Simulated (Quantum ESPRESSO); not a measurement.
# CoO: parallel and opposed starts, part 2 of 3

Aim: find out which collinear order of CoO costs least.

Quantum ESPRESSO 7.5; PBE with U = 3.5 eV on Co d (ortho-atomic projectors); plane waves with GBRV 1.5 PBE potentials, no spin-orbit coupling.

So far, largest spin moment in the atom's sphere (μB): step 2 (start 1: ferro ++) 2.46.

**3. Start 2: antiferro +−**

pw.in reads:

```
&CONTROL
  calculation = 'scf'
  prefix = 'pwscf'
  outdir = './tmp'
  pseudo_dir = './pseudo'
  disk_io = 'nowf'
  tprnfor = .true.
  tstress = .true.
/
&SYSTEM
  ibrav = 0
  celldm(1) = 8
  nat = 4
  ntyp = 3
  ecutwfc = 40
  ecutrho = 280
  nbnd = 32
  occupations = 'smearing'
  smearing = 'fd'
  degauss = 0.00734986
  nspin = 2
  starting_magnetization(1) = 0.1765
  starting_magnetization(2) = -0.1765
  starting_magnetization(3) = 0
/
&ELECTRONS
  conv_thr = 8d-09
  electron_maxstep = 150
  mixing_beta = 0.3
/
ATOMIC_SPECIES
Co1    58.9332 co_pbe_v1.2.uspp.F.UPF
Co2    58.9332 co_pbe_v1.2.uspp.F.UPF
O      15.9990 o_pbe_v1.2.uspp.F.UPF
CELL_PARAMETERS alat
   0.7553343373488    0.0000000000000    0.0000000000000
  -0.3776671686862    0.6541387245008    0.0000000000000
   0.0000000000000    0.0000000000000    1.2351036671339
ATOMIC_POSITIONS crystal
Co1     0.0000000000    0.0000000000    0.0034741400
Co2     0.3333333300    0.6666666700    0.5033624100
O       0.0000000000    0.0000000000    0.3716088500
O       0.3333333300    0.6666666700    0.8715556000
K_POINTS automatic
8 8 4 0 0 0
HUBBARD {ortho-atomic}
U Co1-3d 3.5000
U Co2-3d 3.5000
```

Command:

```sh
$ OMP_NUM_THREADS=1 mpirun -n 2 pw.x -nk 2 -in pw.in > pw.out
```

Log:

```text
[banner, memory and clock lines left out]
Program PWSCF v.7.5 starts

     Message from routine setup:
     using ibrav=0 with symmetry is DISCOURAGED, use correct ibrav instead

     bravais-lattice index     =            0
     lattice parameter (alat)  =       8.0000  a.u.
     unit-cell volume          =     312.4514 (a.u.)^3
     number of atoms/cell      =            4
     number of atomic types    =            3
     number of electrons       =        46.00
     number of Kohn-Sham states=           32
     kinetic-energy cutoff     =      40.0000  Ry
     charge density cutoff     =     280.0000  Ry
     scf convergence threshold =      8.0E-09
     mixing beta               =       0.3000
     number of iterations used =            8  plain     mixing
     Exchange-correlation= SLA  PW   PBE  PBE
                           (   1   4   3   4   0   0   0)
     Hubbard projectors: ortho-atomic
     Hubbard parameters of DFT+U (Dudarev formulation) in eV:
     U(Co1-3d) =  3.5000
     U(Co2-3d) =  3.5000

     Internal variables: lda_plus_u =T, lda_plus_u_kind = 0

     Internal variables: orbital_resolved =F, hub_pot_fix =F, apply_U = F

     celldm(1)=   8.000000  celldm(2)=   0.000000  celldm(3)=   0.000000
     celldm(4)=   0.000000  celldm(5)=   0.000000  celldm(6)=   0.000000

     crystal axes: (cart. coord. in units of alat)
               a(1) = (   0.755334   0.000000   0.000000 )
               a(2) = (  -0.377667   0.654139   0.000000 )
               a(3) = (   0.000000   0.000000   1.235104 )

     reciprocal axes: (cart. coord. in units 2 pi/alat)
               b(1) = (  1.323917  0.764364 -0.000000 )
               b(2) = (  0.000000  1.528728  0.000000 )
               b(3) = (  0.000000 -0.000000  0.809649 )

     PseudoPot. # 1 for Co read from file:
     co_pbe_v1.2.uspp.F.UPF
     Pseudo is Ultrasoft + core correction, Zval = 17.0

     PseudoPot. # 2 for Co read from file:
     co_pbe_v1.2.uspp.F.UPF
     Pseudo is Ultrasoft + core correction, Zval = 17.0

     PseudoPot. # 3 for O  read from file:
     o_pbe_v1.2.uspp.F.UPF
     Pseudo is Ultrasoft + core correction, Zval =  6.0

     atomic species   valence    mass     pseudopotential
     Co1              17.00    58.93320     Co( 1.00)
     Co2              17.00    58.93320     Co( 1.00)
     O                 6.00    15.99900     O ( 1.00)

     Starting magnetic structure
     atomic species   magnetization
     Co1             0.176
     Co2            -0.176
     O               0.000

      6 Sym. Ops. (no inversion) found

   Cartesian axes

     site n.     atom                  positions (alat units)
         1        Co1    tau(   1) = (   0.0000000   0.0000000   0.0042909  )
         2        Co2    tau(   2) = (  -0.0000000   0.4360925   0.6217048  )
         3        O      tau(   3) = (   0.0000000   0.0000000   0.4589755  )
         4        O      tau(   4) = (  -0.0000000   0.4360925   1.0764615  )

     number of k points=    35  Fermi-Dirac smearing, width (Ry)=  0.0073
                       cart. coord. in units 2pi/alat
        k(    1) = (   0.0000000   0.0000000   0.0000000), wk =   0.0039062
        k(    2) = (   0.0000000   0.0000000   0.2024122), wk =   0.0078125
        k(    3) = (   0.0000000   0.0000000  -0.4048243), wk =   0.0039062
        k(    4) = (   0.0000000   0.1910910   0.0000000), wk =   0.0234375
        k(    5) = (   0.0000000   0.1910910   0.2024122), wk =   0.0234375
        [... 30 further k-points ...]

     Dense  grid:    24683 G-vectors     FFT dimensions: (  36,  36,  54)

     Smooth grid:    10659 G-vectors     FFT dimensions: (  25,  25,  40)

     Check: negative core charge=   -0.000035
     Generating pointlists ...
     new r_m :   0.1876 (alat units)  1.5005 (a.u.) for type    1
     new r_m :   0.1876 (alat units)  1.5007 (a.u.) for type    2
     new r_m :   0.1876 (alat units)  1.5005 (a.u.) for type    3

     Initial potential from superposition of free atoms

     starting charge      44.0000, renormalised to      46.0000

     STARTING HUBBARD OCCUPATIONS:

     =================== HUBBARD OCCUPATIONS ===================
     ------------------------ ATOM    1 ------------------------
     Tr[ns(  1)] (up, down, total) =   5.00000  2.00000  7.00000
     Atomic magnetic moment for atom   1 =   3.00000
     [... lines left out ...]
     ------------------------ ATOM    2 ------------------------
     Tr[ns(  2)] (up, down, total) =   2.00000  5.00000  7.00000
     Atomic magnetic moment for atom   2 =  -3.00000
     [... lines left out ...]
     Number of occupied Hubbard levels =   14.0000

     Atomic wfc used for Hubbard projectors are orthogonalized

     Starting wfcs are   34 randomized atomic wfcs

     Self-consistent Calculation

     iteration #  1     ecut=    40.00 Ry     beta= 0.30
     Davidson diagonalization with overlap
     ethr =  1.00E-02,  avg # of iterations =  3.4

     =================== HUBBARD OCCUPATIONS ===================
     ------------------------ ATOM    1 ------------------------
     Tr[ns(  1)] (up, down, total) =   4.45778  0.72233  5.18011
     Atomic magnetic moment for atom   1 =   3.73545
     [... lines left out ...]
     ------------------------ ATOM    2 ------------------------
     Tr[ns(  2)] (up, down, total) =   0.72188  4.45781  5.17969
     Atomic magnetic moment for atom   2 =  -3.73593
     [... lines left out ...]
     Number of occupied Hubbard levels =   10.3598

     total energy              =    -657.01537786 Ry
     estimated scf accuracy    <      14.23479338 Ry

     total magnetization       =    -0.00 Bohr mag/cell
     absolute magnetization    =     7.64 Bohr mag/cell

     iteration #  2     ecut=    40.00 Ry     beta= 0.30
     Davidson diagonalization with overlap
     ethr =  1.00E-02,  avg # of iterations =  2.9

     total energy              =    -659.32034753 Ry
     estimated scf accuracy    <      11.92011416 Ry

     total magnetization       =    -0.00 Bohr mag/cell
     absolute magnetization    =     2.07 Bohr mag/cell

     [... further iterations left out ...]

     iteration # 25     ecut=    40.00 Ry     beta= 0.30
     Davidson diagonalization with overlap
     ethr =  1.90E-10,  avg # of iterations =  1.4

     total energy              =    -661.32472052 Ry
     estimated scf accuracy    <       0.00000003 Ry

     total magnetization       =     0.00 Bohr mag/cell
     absolute magnetization    =     5.62 Bohr mag/cell

     iteration # 26     ecut=    40.00 Ry     beta= 0.30
     Davidson diagonalization with overlap
     ethr =  6.53E-11,  avg # of iterations =  2.0

     Magnetic moment per site  (integrated on atomic sphere of radius R)
     atom   1 (R=0.188)  charge= 14.1502  magn=  2.4047
     atom   2 (R=0.188)  charge= 14.1511  magn= -2.4049
     atom   3 (R=0.188)  charge=  5.3494  magn= -0.0973
     atom   4 (R=0.188)  charge=  5.3491  magn=  0.0974

     End of self-consistent calculation

     =================== HUBBARD OCCUPATIONS ===================
     ------------------------ ATOM    1 ------------------------
     Tr[ns(  1)] (up, down, total) =   4.94046  2.33834  7.27880
     Atomic magnetic moment for atom   1 =   2.60211
     [... lines left out ...]
     ------------------------ ATOM    2 ------------------------
     Tr[ns(  2)] (up, down, total) =   2.33834  4.94046  7.27881
     Atomic magnetic moment for atom   2 =  -2.60212
     [... lines left out ...]
     Number of occupied Hubbard levels =   14.5576

     [... lines left out ...]
     the Fermi energy is    10.8749 ev

!    total energy              =    -661.32472056 Ry
     estimated scf accuracy    <          7.5E-09 Ry
     smearing contrib. (-TS)   =      -0.00001197 Ry
     internal energy E=F+TS    =    -661.32470858 Ry

     The total energy is F=E-TS. E is the sum of the following terms:
     one-electron contribution =    -434.04525334 Ry
     hartree contribution      =     239.23862083 Ry
     xc contribution           =     -80.14523908 Ry
     ewald contribution        =    -386.47915626 Ry
     Hubbard energy            =       0.10631927 Ry

     total magnetization       =    -0.00 Bohr mag/cell
     absolute magnetization    =     5.62 Bohr mag/cell

     convergence has been achieved in  26 iterations

     Forces acting on atoms (cartesian axes, Ry/au):

     atom    1 type  1   force =     0.00000000    0.00000000   -0.00497480
     atom    2 type  2   force =     0.00000000    0.00000000   -0.00457057
     atom    3 type  3   force =     0.00000000    0.00000000    0.00473045
     atom    4 type  3   force =     0.00000000    0.00000000    0.00481492

     Total force =     0.009550     Total SCF correction =     0.000069

     Computing stress (Cartesian axis) and pressure

          total   stress  (Ry/bohr**3)                   (kbar)     P=      106.79
   0.00070478   0.00000000   0.00000000          103.68        0.00        0.00
   0.00000000   0.00070478   0.00000000            0.00      103.68        0.00
   0.00000000   0.00000000   0.00076829            0.00        0.00      113.02
```

Wall time 55 s (2 MPI ranks of Arm Neoverse V2, shared host); peak memory 0.3 GiB.

Spin moment in the atom's sphere by atom:

```tsv
atom	spin moment in the atom's sphere (μB)
Co1	2.40
Co2	-2.40
O3	-0.10
O4	0.10
```

Numbers from this step:

```yaml
smearing_term_ts: 1.63e-4 eV
pressure: 10.68 GPa
magnetization: 0 μB
absolute_magnetization: 5.624 μB
final_state: antiferromagnetic
```

**4. Start 3: antiferro q=(0,1/2,0) +−−+**

The cell is doubled to 8 atoms to hold this order. The wavevector q is in fractions of the reciprocal vectors of the crystal's primitive cell, as the cells of these inputs are built from it; moments change sign between cells as cos(2π q·R).

pw.in reads:

```
&CONTROL
  calculation = 'scf'
  prefix = 'pwscf'
  outdir = './tmp'
  pseudo_dir = './pseudo'
  disk_io = 'nowf'
  tprnfor = .true.
  tstress = .true.
/
&SYSTEM
  ibrav = 0
  celldm(1) = 8
  nat = 8
  ntyp = 3
  ecutwfc = 40
  ecutrho = 280
  nbnd = 59
  occupations = 'smearing'
  smearing = 'fd'
  degauss = 0.00734986
  nspin = 2
  starting_magnetization(1) = 0.1765
  starting_magnetization(2) = -0.1765
  starting_magnetization(3) = 0
/
&ELECTRONS
  conv_thr = 1.6d-08
  electron_maxstep = 150
  mixing_beta = 0.3
/
ATOMIC_SPECIES
Co1    58.9332 co_pbe_v1.2.uspp.F.UPF
Co2    58.9332 co_pbe_v1.2.uspp.F.UPF
O      15.9990 o_pbe_v1.2.uspp.F.UPF
CELL_PARAMETERS alat
   0.7553343373488    0.0000000000000    0.0000000000000
  -0.7553343373724    1.3082774490017    0.0000000000000
   0.0000000000000    0.0000000000000    1.2351036671339
ATOMIC_POSITIONS crystal
Co1     0.0000000000    0.0000000000    0.0034741400
Co2     0.0000000000    0.5000000000    0.0034741400
Co2     0.3333333300    0.3333333350    0.5033624100
Co1     0.3333333300    0.8333333350    0.5033624100
O       0.0000000000    0.0000000000    0.3716088500
O       0.0000000000    0.5000000000    0.3716088500
O       0.3333333300    0.3333333350    0.8715556000
O       0.3333333300    0.8333333350    0.8715556000
K_POINTS automatic
8 4 4 0 0 0
HUBBARD {ortho-atomic}
U Co1-3d 3.5000
U Co2-3d 3.5000
```

Log:

```text
     [... lines left out ...]
Program PWSCF v.7.5 starts
     [... lines left out ...]
     number of atoms/cell      =            8
     [... lines left out ...]
     number of electrons       =        92.00
     number of Kohn-Sham states=           59
     kinetic-energy cutoff     =      40.0000  Ry
     charge density cutoff     =     280.0000  Ry
     scf convergence threshold =      1.6E-08
     [... lines left out ...]
      2 Sym. Ops. (no inversion) found
     [... lines left out ...]
     number of k points=    46  Fermi-Dirac smearing, width (Ry)=  0.0073
     [... lines left out ...]
     iteration # 27     ecut=    40.00 Ry     beta= 0.30
     [... lines left out ...]
     Magnetic moment per site  (integrated on atomic sphere of radius R)
     atom   1 (R=0.188)  charge= 14.1476  magn=  2.4031
     atom   2 (R=0.188)  charge= 14.1476  magn= -2.4031
     atom   3 (R=0.188)  charge= 14.1477  magn= -2.4031
     atom   4 (R=0.188)  charge= 14.1477  magn=  2.4031
     atom   5 (R=0.188)  charge=  5.3483  magn=  0.0904
     atom   6 (R=0.188)  charge=  5.3483  magn= -0.0904
     atom   7 (R=0.188)  charge=  5.3480  magn= -0.0904
     atom   8 (R=0.188)  charge=  5.3480  magn=  0.0904
     [... lines left out ...]
     Tr[ns(  1)] (up, down, total) =   4.93795  2.33900  7.27694
     [... lines left out ...]
     Tr[ns(  2)] (up, down, total) =   2.33900  4.93794  7.27694
     [... lines left out ...]
     Tr[ns(  3)] (up, down, total) =   2.33903  4.93793  7.27696
     [... lines left out ...]
     Tr[ns(  4)] (up, down, total) =   4.93793  2.33903  7.27696
     [... lines left out ...]
     the Fermi energy is    10.8894 ev
!    total energy              =   -1322.65477734 Ry
     estimated scf accuracy    <       0.00000002 Ry
     smearing contrib. (-TS)   =      -0.00002767 Ry
     [... lines left out ...]
     total magnetization       =    -0.00 Bohr mag/cell
     absolute magnetization    =    11.21 Bohr mag/cell
     convergence has been achieved in  27 iterations
     [... lines left out ...]
     Total force =     0.063565     Total SCF correction =     0.000196
     [... lines left out ...]
          total   stress  (Ry/bohr**3)                   (kbar)     P=      101.93
     [... lines left out ...]
```

Elapsed: 6 min, on 2 MPI ranks; peak memory 0.63 GiB; 12 min of CPU time.

Spin moment in the atom's sphere by atom:

```tsv
atom	spin moment in the atom's sphere (μB)
Co1	2.40
Co2	-2.40
Co3	-2.40
Co4	2.40
O5	0.09
O6	-0.09
O7	-0.09
O8	0.09
```

This step gave:

| Item | Value |
| --- | --- |
| smearing term TS | 3.76e-4 eV |
| pressure | 10.19 GPa |
| magnetization | 0 μB |
| absolute magnetization | 11.21 μB |
| final state | antiferromagnetic |

(Part 2 of 3 ends here.)

[Logs and program files are shortened in this print: banners, set-up blocks, solver, clock and traceback lines can be left out without a mark of their own.]

[Logs are printed without paths, hosts, clocks, repeated set-up lines and the standing remarks that a program may print on its own settings, such as how far it seeks lower states.]

[Hosts, paths, dates, database ids (printed as entryN), source tags and the programs' standing remarks are cut or masked in the printed files.]

[Where a cell is said to come from a database of computed structures, the database is the Materials Project.]
